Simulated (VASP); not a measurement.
# TaN (P-6m2) in VASP: notebook

One crystal, TaN, is run at these levels: PBEsol+U; tasks: single point.

All numbers are computed with VASP 6.6.1; they aren't measurements. Logs are shortened: lines on timing, memory, paths and dates and some standing lists are left out, and cuts for length are marked.

## 1. The crystal as given

Symmetry: P-6m2, No. 187, hexagonal system. Conventional cell: a = 2.938 Å, b = 2.938 Å, c = 2.883 Å, α = 90.00°, β = 90.00°, γ = 120.00°. Ta (site symmetry -6m2) is surrounded by 6 N at 2.23 Å. Around N (site symmetry -6m2) lie 6 Ta at 2.23 Å.

## 2. Single point, PBEsol+U, collinear spin, ferromagnetic start

File INCAR:

```
SYSTEM = TaN
ALGO = Normal ; EDIFF = 1E-6
ENCUT = 520 ; GGA = PS
ISIF = 2 ; ISMEAR = 0
ISPIN = 2 ; LASPH = .TRUE.
LCHARG = .FALSE. ; LDAU = .TRUE.
LDAUJ = 0 0 ; LDAUL = 2 -1
LDAUPRINT = 1 ; LDAUTYPE = 2
LDAUU = 2 0 ; LMAXMIX = 4
LORBIT = 11 ; LREAL = .FALSE.
LWAVE = .FALSE. ; MAGMOM = 0.5 0.5 0 0
NBANDS = 28 ; NELM = 100
PREC = Accurate ; SIGMA = 0.05
```

File KPOINTS:

```
k-points
0
G
  9 9 4
  0 0 0
```

File POSCAR:

```
TaN
1.0
    2.9380011100      0.0000000000      0.0000000000
   -1.4690005500      2.5443836000      0.0000000000
    0.0000000000      0.0000000000      5.7660044200
Ta N
2 2
Direct
    0.3333333333      0.6666666667      0.2500000000
    0.3333333333      0.6666666667      0.7500000000
    0.0000000000      0.0000000000      0.0000000000
    0.0000000000      0.0000000000      0.5000000000
```

Potentials or basis: VASP PAW PBE potentials, release 64 (Ta_pv, N).

Launch:

```
$ cat potpaw_PBE.64/Ta_pv/POTCAR potpaw_PBE.64/N/POTCAR > POTCAR
$ mpirun -np 1 vasp_std > vasp.out
```

OUTCAR:

```text
SYSTEM = TaN
   EDIFF = 1E-6
   ENCUT = 520
   GGA = PS
   ISIF = 2
   ISMEAR = 0
   ISPIN = 2
   LASPH = .TRUE.
   LORBIT = 11
   LREAL = .FALSE.
   NELM = 100
   PREC = Accurate

 ion  position               nearest neighbor table
   1  0.333  0.667  0.250-   3 2.23   4 2.23   3 2.23   4 2.23   3 2.23   4 2.23   2 2.88   2 2.88

   2  0.333  0.667  0.750-   3 2.23   4 2.23   3 2.23   4 2.23   3 2.23   4 2.23   1 2.88   1 2.88

   3  0.000  0.000  0.000-   1 2.23   2 2.23   1 2.23   2 2.23   1 2.23   2 2.23
   4  0.000  0.000  0.500-   1 2.23   2 2.23   1 2.23   2 2.23   1 2.23   2 2.23

  LATTYP: Found a hexagonal cell.
 ALAT       =     2.9380011100
 C/A-ratio  =     1.9625603273

  Lattice vectors:

 A1 = (   2.9380011100,   0.0000000000,   0.0000000000)
 A2 = (  -1.4690005500,   2.5443836000,   0.0000000000)
 A3 = (   0.0000000000,   0.0000000000,   5.7660044200)

Analysis of symmetry for initial positions (statically):
=====================================================================
 Subroutine PRICEL returns following result:

  LATTYP: Found a hexagonal cell.
 ALAT       =     2.9380011100
 C/A-ratio  =     0.9812801636
[... 12 lines left out ...]
 Subroutine GETGRP returns: Found 12 space group operations
 (whereof 12 operations were pure point group operations)
 out of a pool of 24 trial point group operations.

The static configuration has the point symmetry D_3h.

Analysis of symmetry for dynamics (positions and initial velocities):
=====================================================================
 Subroutine PRICEL returns following result:

  LATTYP: Found a hexagonal cell.
 ALAT       =     2.9380011100
 C/A-ratio  =     0.9812801636
[... 12 lines left out ...]
 Subroutine GETGRP returns: Found 12 space group operations
 (whereof 12 operations were pure point group operations)
 out of a pool of 24 trial point group operations.

The dynamic configuration has the point symmetry D_3h.

Analysis of structural, dynamic, and magnetic symmetry:
=====================================================================
 Subroutine PRICEL returns following result:

  LATTYP: Found a hexagonal cell.
 ALAT       =     2.9380011100
 C/A-ratio  =     0.9812801636
[... 12 lines left out ...]
 Subroutine GETGRP returns: Found 12 space group operations
 (whereof 12 operations were pure point group operations)
 out of a pool of 24 trial point group operations.

The overall configuration has the point symmetry D_3h.

 Subroutine INISYM returns: Found 12 space group operations
 (whereof 12 operations are pure point group operations),
 and found     2 'primitive' translations

----------------------------------------------------------------------------------------

                                     Primitive cell

  volume of cell :      21.5516

  direct lattice vectors                    reciprocal lattice vectors
     2.938001110  0.000000000  0.000000000     0.340367468  0.196511249  0.000000000
    -1.469000550  2.544383600  0.000000000     0.000000000  0.393022499  0.000000000
     0.000000000  0.000000000  2.883002210     0.000000000  0.000000000  0.346860643

  length of vectors
     2.938001110  2.938001110  2.883002210     0.393022499  0.393022499  0.346860643

  position of ions in fractional coordinates (direct lattice)
[... 143 lines left out ...]

 occupancies and eigenvectors

  o =  0.1873  v =  0.0000  0.5330  0.0000 -0.8461  0.0000  0.0000  0.0000  0.0000  0.0000  0.0000      0.0000  0.0000  0.0000  0.0000  0.0000  0.0000  0.0000  0.0000  0.0000  0.0000
  o =  0.1873  v =  0.0000 -0.8461 -0.0000 -0.5330 -0.0000  0.0000  0.0000  0.0000  0.0000  0.0000      0.0000  0.0000  0.0000  0.0000  0.0000  0.0000  0.0000  0.0000  0.0000  0.0000
  o =  0.1874  v =  0.0000  0.0000  0.0000  0.0000  0.0000  0.0000  0.5330  0.0000 -0.8461 -0.0000      0.0000  0.0000  0.0000  0.0000  0.0000  0.0000  0.0000  0.0000  0.0000  0.0000
  o =  0.1874  v =  0.0000  0.0000  0.0000  0.0000  0.0000  0.0000 -0.8461 -0.0000 -0.5330  0.0000      0.0000  0.0000  0.0000  0.0000  0.0000  0.0000  0.0000  0.0000  0.0000  0.0000
  o =  0.2634  v =  0.0012 -0.0000 -0.0000 -0.0000  1.0000  0.0000  0.0000  0.0000  0.0000  0.0000      0.0000  0.0000  0.0000  0.0000  0.0000  0.0000  0.0000  0.0000  0.0000  0.0000
  o =  0.2634  v = -1.0000 -0.0000 -0.0000 -0.0000  0.0012  0.0000  0.0000  0.0000  0.0000  0.0000      0.0000  0.0000  0.0000  0.0000  0.0000  0.0000  0.0000  0.0000  0.0000  0.0000
  o =  0.2634  v =  0.0000  0.0000  0.0000  0.0000  0.0000  0.0015  0.0000 -0.0000  0.0000  1.0000      0.0000  0.0000  0.0000  0.0000  0.0000  0.0000  0.0000  0.0000  0.0000  0.0000
  o =  0.2634  v =  0.0000  0.0000  0.0000  0.0000  0.0000 -1.0000  0.0000 -0.0000 -0.0000  0.0015      0.0000  0.0000  0.0000  0.0000  0.0000  0.0000  0.0000  0.0000  0.0000  0.0000
  o =  0.3082  v = -0.0000 -0.0000  1.0000 -0.0000  0.0000  0.0000  0.0000  0.0000  0.0000  0.0000      0.0000  0.0000  0.0000  0.0000  0.0000  0.0000  0.0000  0.0000  0.0000  0.0000
  o =  0.3082  v =  0.0000  0.0000  0.0000  0.0000  0.0000 -0.0000 -0.0000  1.0000 -0.0000  0.0000      0.0000  0.0000  0.0000  0.0000  0.0000  0.0000  0.0000  0.0000  0.0000  0.0000

atom =   2  type =  1  l = 2

 onsite density matrix

spin component  1

  0.2634 -0.0000 -0.0000 -0.0000  0.0000
 -0.0000  0.1873 -0.0000  0.0000 -0.0000
 -0.0000 -0.0000  0.3082 -0.0000  0.0000
 -0.0000  0.0000 -0.0000  0.1873 -0.0000
  0.0000 -0.0000  0.0000 -0.0000  0.2634

spin component  2

  0.2634 -0.0000 -0.0000 -0.0000  0.0000
 -0.0000  0.1874 -0.0000  0.0000 -0.0000
 -0.0000 -0.0000  0.3082 -0.0000  0.0000
 -0.0000  0.0000 -0.0000  0.1874 -0.0000
  0.0000 -0.0000  0.0000 -0.0000  0.2634

 occupancies and eigenvectors

  o =  0.1873  v = -0.0000  0.5330 -0.0000 -0.8461 -0.0000  0.0000  0.0000  0.0000  0.0000  0.0000      0.0000  0.0000  0.0000  0.0000  0.0000  0.0000  0.0000  0.0000  0.0000  0.0000
  o =  0.1873  v = -0.0000 -0.8461  0.0000 -0.5330  0.0000  0.0000  0.0000  0.0000  0.0000  0.0000      0.0000  0.0000  0.0000  0.0000  0.0000  0.0000  0.0000  0.0000  0.0000  0.0000
  o =  0.1874  v =  0.0000  0.0000  0.0000  0.0000  0.0000 -0.0000  0.5330 -0.0000 -0.8461  0.0000      0.0000  0.0000  0.0000  0.0000  0.0000  0.0000  0.0000  0.0000  0.0000  0.0000
  o =  0.1874  v =  0.0000  0.0000  0.0000  0.0000  0.0000 -0.0000 -0.8461  0.0000 -0.5330 -0.0000      0.0000  0.0000  0.0000  0.0000  0.0000  0.0000  0.0000  0.0000  0.0000  0.0000
  o =  0.2634  v =  0.2309 -0.0000  0.0000 -0.0000 -0.9730  0.0000  0.0000  0.0000  0.0000  0.0000      0.0000  0.0000  0.0000  0.0000  0.0000  0.0000  0.0000  0.0000  0.0000  0.0000
  o =  0.2634  v =  0.9730  0.0000  0.0000  0.0000  0.2309  0.0000  0.0000  0.0000  0.0000  0.0000      0.0000  0.0000  0.0000  0.0000  0.0000  0.0000  0.0000  0.0000  0.0000  0.0000
  o =  0.2634  v =  0.0000  0.0000  0.0000  0.0000  0.0000 -0.1273 -0.0000 -0.0000 -0.0000  0.9919      0.0000  0.0000  0.0000  0.0000  0.0000  0.0000  0.0000  0.0000  0.0000  0.0000
  o =  0.2634  v =  0.0000  0.0000  0.0000  0.0000  0.0000  0.9919 -0.0000  0.0000 -0.0000  0.1273      0.0000  0.0000  0.0000  0.0000  0.0000  0.0000  0.0000  0.0000  0.0000  0.0000
  o =  0.3082  v = -0.0000  0.0000  1.0000 -0.0000  0.0000  0.0000  0.0000  0.0000  0.0000  0.0000      0.0000  0.0000  0.0000  0.0000  0.0000  0.0000  0.0000  0.0000  0.0000  0.0000
  o =  0.3082  v =  0.0000  0.0000  0.0000  0.0000  0.0000 -0.0000 -0.0000  1.0000 -0.0000  0.0000      0.0000  0.0000  0.0000  0.0000  0.0000  0.0000  0.0000  0.0000  0.0000  0.0000

 number of electron      32.0000001 magnetization      -0.0000354

 Free energy of the ion-electron system (eV)
  ---------------------------------------------------
  ext. energy  EPLUGINS =         0.00000000
  ---------------------------------------------------
  free energy    TOTEN  =       -43.94450847 eV

  energy without entropy =      -43.94400212  energy(sigma->0) =      -43.94425529

 E-fermi :   8.4612     XC(G=0): -13.5106

 val. band max:        8.4550151165   @ k =   0.0000   0.0000   0.2500
 cond. band min:       8.4738024428   @ k =   0.3333   0.3333   0.0000
 fundamental gap:      0.0187873263
 Fermi energy:         8.4612038079

 spin component 1

 k-point     1 :       0.0000    0.0000    0.0000
  band No.  band energies     occupation
      1     -27.7704      1.00000
      2     -26.8533      1.00000
      3     -26.5924      1.00000
      4     -26.5924      1.00000
      5     -26.5117      1.00000
      6     -26.5117      1.00000
[... 1481 lines left out ...]
     27      20.2951      0.00000
     28      21.2502      0.00000

 [... further k-points ...]

------------------------ aborting loop because EDIFF is reached ----------------------------------------

  FORCE on cell =-STRESS in cart. coord.  units (eV):
  Direction    XX          YY          ZZ          XY          YZ          ZX
  --------------------------------------------------------------------------------------
  -------------------------------------------------------------------------------------
  Total        0.5139431      0.5139431      0.7903253      0.0000000      0.0000000      0.0000000
  in kB       19.1036400     19.1036401     29.3769680      0.0000000      0.0000000      0.0000000
  external PRESSURE =      22.5280827 kB  Pullay stress =       0.0000000 kB

 VOLUME and BASIS-vectors are now :
 -----------------------------------------------------------------------------
  energy-cutoff  :      520.00
  volume of cell :       43.10
      direct lattice vectors                 reciprocal lattice vectors
     2.938001110  0.000000000  0.000000000     0.340367468  0.196511249  0.000000000
    -1.469000550  2.544383600  0.000000000     0.000000000  0.393022499  0.000000000
     0.000000000  0.000000000  5.766004420     0.000000000  0.000000000  0.173430321

 POSITION                                       TOTAL-FORCE (eV/Angst)
 -----------------------------------------------------------------------------------
      0.00000      1.69626      1.44150        -0.000000      0.000000      0.000000
      0.00000      1.69626      4.32450         0.000000      0.000000      0.000000
      0.00000      0.00000      0.00000        -0.000000     -0.000000     -0.000000
      0.00000      0.00000      2.88300         0.000000     -0.000000     -0.000000
 -----------------------------------------------------------------------------------
    total drift:                               -0.000000      0.000000     -0.000000

  FREE ENERGIE OF THE ION-ELECTRON SYSTEM (eV)
  ---------------------------------------------------
  free  energy   TOTEN  =       -43.9445084746 eV

  energy  without entropy=      -43.9440021150  energy(sigma->0) =      -43.94425529

 total charge

# of ion       s       p       d       tot
------------------------------------------
    1        0.311   6.275   2.368   8.955
    2        0.311   6.275   2.368   8.955
    3        1.221   2.506   0.000   3.727
    4        1.221   2.506   0.000   3.727
--------------------------------------------------
tot          3.064  17.562   4.737  25.362

 magnetization (x)

# of ion       s       p       d       tot
------------------------------------------
    1       -0.000  -0.000  -0.000  -0.000
    2       -0.000  -0.000  -0.000  -0.000
    3        0.000   0.000   0.000   0.000
    4        0.000   0.000   0.000   0.000
--------------------------------------------------
tot          0.000   0.000  -0.000  -0.000
```

Run time: 80 s. Hardware: 1 thread of Intel Xeon Platinum 8488C (Sapphire Rapids), shared host; peak memory 0.22 GiB.

What came out:

| Property | Result |
| --- | --- |
| Free energy | -43.9445 eV |
| Pressure | 2.3 GPa |
| Band gap on the k mesh | none (metal or under the smearing width) |
| Net moment | 0.00 μB per cell |
| Valence electrons inside the program's atomic spheres | Ta 8.96; N 3.73 |

Eigenvalues of the final occupation matrices:
| site | spin | trace | eigenvalues |
| --- | --- | --- | --- |
| site 1 d | 1 | 1.21 | 0.19 0.19 0.26 0.26 0.31 |
| site 1 d | 2 | 1.21 | 0.19 0.19 0.26 0.26 0.31 |
| site 2 d | 1 | 1.21 | 0.19 0.19 0.26 0.26 0.31 |
| site 2 d | 2 | 1.21 | 0.19 0.19 0.26 0.26 0.31 |

Caveat: the PAW data sets were made with another functional, which shifts forces and pressure a little. The run has no spin-orbit coupling, so splittings on Ta are missing.

## 3. Single point, PBEsol+U, collinear spin, antiferromagnetic start

Edit INCAR of step 2 so:

```diff
@@ -10,3 +10,3 @@
 LORBIT = 11 ; LREAL = .FALSE.
-LWAVE = .FALSE. ; MAGMOM = 0.5 0.5 0 0
+LWAVE = .FALSE. ; MAGMOM = 0.5 -0.5 0 0
 NBANDS = 28 ; NELM = 100
```

KPOINTS is that of step 2.

POSCAR is that of step 2.

Potentials or basis: VASP PAW PBE potentials, release 64 (Ta_pv, N).

Launch:

```
$ cat potpaw_PBE.64/Ta_pv/POTCAR potpaw_PBE.64/N/POTCAR > POTCAR
$ mpirun -np 1 vasp_std > vasp.out
```

Wall time 78 s (1 thread of Intel Xeon Platinum 8488C (Sapphire Rapids), shared host); peak memory 0.22 GiB.

It converged, with:

- Free energy: -43.9445 eV
- Pressure: 2.3 GPa
- Band gap on the k mesh: none (metal or under the smearing width)
- Net moment: 0.00 μB per cell
- Valence electrons inside the program's atomic spheres: Ta 8.96; N 3.73

Stress tensor (GPa, compression positive):
```
1.91 0.00 0.00
0.00 1.91 0.00
0.00 0.00 2.94
```

Levels at points of the mesh, in eV from the Fermi level:
Spin up:
```
           k point  band 12  band 13  band 14  band 15  band 16  band 17  band 18  band 19  band 20  band 21
(0.00, 0.00, 0.00)    -4.39    -3.88    -3.88    -3.16    -0.17    -0.17     1.90     2.26     3.27     3.27
(0.00, 0.00, 0.50)    -4.28    -4.28    -4.28    -0.51    -0.51     0.74     0.74     0.74     0.74     3.70
```
Spin down:
| k point | band 13 | band 14 | band 15 | band 16 | band 17 | band 18 | band 19 | band 20 |
| --- | --- | --- | --- | --- | --- | --- | --- | --- |
| (0.00, 0.00, 0.00) | -3.88 | -3.88 | -3.16 | -0.17 | -0.17 | 1.90 | 2.26 | 3.27 |
| (0.00, 0.00, 0.50) | -4.28 | -4.28 | -0.51 | -0.51 | 0.74 | 0.74 | 0.74 | 0.74 |

Eigenvalues of the final occupation matrices:
```
    site  spin  trace               eigenvalues
site 1 d     1   1.21  0.19 0.19 0.26 0.26 0.31
site 1 d     2   1.21  0.19 0.19 0.26 0.26 0.31
site 2 d     1   1.21  0.19 0.19 0.26 0.26 0.31
site 2 d     2   1.21  0.19 0.19 0.26 0.26 0.31
```

Caveat: the PAW data sets were made with another functional, which shifts forces and pressure a little. The run has no spin-orbit coupling, so splittings on Ta are missing.
